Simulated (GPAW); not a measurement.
The system is KF.

```
K F
1.0
     3.25895    0.00000    0.00000
     0.00000    3.25895    0.00000
     0.00000    0.00000    3.25895
K F
1 1
Direct
  0.00000 0.00000 0.00000
  0.50000 0.50000 0.50000
```

The cell comes from a database or a generator and needn't be the stable form of this composition.

Program: GPAW 26.7.0. Alike in all runs: task single point; no spin polarisation; cell as given; k mesh 8 × 8 × 8; cutoff (eV) 800.

Order these runs on this cell by their pressure, lowest first.
A. level RPBE; potentials or basis the program's PAW data sets (release 1.2.1) made for this functional, pw; smearing gaussian 0.05 eV
B. level PBEsol; potentials or basis PAW data sets generated in the run's folder for this functional, pw; smearing gaussian 0.02 eV
C. level PBE; potentials or basis GPAW PAW data sets (gpaw-data 1.2.1), pw; smearing gaussian 0.1 eV

B (-3.4 GPa), C (-0.9 GPa), A (2.3 GPa).
